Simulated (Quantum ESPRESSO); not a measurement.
KBr in Quantum ESPRESSO: convergence with smearing width

The system is KBr.

```
Br K
1.0
     0.00000    3.30000    3.30000
     3.30000    0.00000    3.30000
     3.30000    3.30000    0.00000
Br K
1 1
Cartesian
  3.3000 3.3000 3.3000
  0.0000 0.0000 0.0000
```

```yaml
Program: Quantum ESPRESSO 7.5
Task: single point
Functional: PBEsol
Potentials_or_basis: GBRV 1.5 PBEsol
Cutoff: 612 eV
Density_cutoff: 4898 eV
k_mesh: 7 × 7 × 7
Occupations: fermi-dirac, width 0.5 eV
Spin: no spin polarisation
```

These are the settings of the first run; the series varies smearing width, with any setting tied to it.

Hardware: 1 thread of Arm Neoverse V1, on a shared host.

Problem. The values tried are 0.5 eV, 0.3 eV, 0.2 eV, 0.136 eV, 0.1 eV, 0.05 eV, 0.025 eV, 0.01 eV, loosest first. From which on does the energy stay within 1 meV/atom of the tightest run that finished?

Solution. From 0.3 eV on.

```csv
smearing width,"energy less the tightest run, at zero smearing (meV/atom)",pressure (GPa),SCF cycles,CPU time (s),peak memory (GiB)
0.5 eV,7.49,-0.45,12,34,0.23
0.3 eV,0.17,-0.49,13,36,0.24
0.2 eV,0.00,-0.49,13,36,0.23
0.136 eV,0.00,-0.49,13,37,0.23
0.1 eV,0.00,-0.49,13,36,0.24
0.05 eV,0.00,-0.49,13,36,0.23
0.025 eV,0.00,-0.49,13,36,0.23
0.01 eV,0.00,-0.49,13,37,0.24
```

Against the tightest run, the pressure stays within 0.1 GPa from 0.5 eV on. The tightest run that finished is the yardstick and may itself not be fully converged.
